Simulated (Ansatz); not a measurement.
Crystal: AlN.

```
Al N
1.0
     3.11300    0.00000    0.00000
    -1.55650    2.69594    0.00000
     0.00000    0.00000    4.98100
Al N
2 2
Direct
  0.66667 0.33333 0.50000
  0.33333 0.66667 0.00000
  0.66667 0.33333 0.88000
  0.33333 0.66667 0.38000
```

```yaml
Program: Ansatz 0.2.0
Task: relaxation of cell and atoms
Functional: BLYP
Potentials_or_basis: Ansatz PAW
Cutoff: "420 eV (not typed: the program's choice for these potentials)"
k_mesh: 7 × 7 × 5
Occupations: fermi-dirac, width 0.05 eV
Spin: no spin polarisation
```

At the start: volume 10.45 Å³/atom.

Question: Where does the relaxation end?

Answer: It ends after 7 steps and the volume is 10.80 Å³/atom (+3.4 %); space group P6_3mc (No. 186, to 0.05 Å).

Step by step:
```
step  energy change (eV)  largest force (eV/Å)  volume (Å³)
   1              0.0000                0.1132        41.80
   2             -0.0189                0.0811        42.49
   3             -0.0234                0.0356        43.14
   4             -0.0234                0.0059        43.16
   5             -0.0295                0.0061        43.16
   6             -0.0294                0.0000        43.22
   7             -0.0296                0.0000        43.22
```

Final structure:
```
CELL_PARAMETERS angstrom
3.14259 0.00000 0.00000
-1.57129 2.72156 0.00000
0.00000 0.00000 5.05314
ATOMIC_POSITIONS crystal
Al 0.66667 0.33333 0.49964
Al 0.33333 0.66667 0.99964
N 0.66667 0.33333 0.88036
N 0.33333 0.66667 0.38036
```

Caveat: the plane-wave basis is chosen anew once the cell has moved, so the energies of steps on either side of that aren't comparable; the pressure holds a Pulay correction of +0.6 GPa for the finite cutoff; the PAW data sets come from PBE, with cores solved anew for the run's functional, which leaves a small shift of forces and pressure.
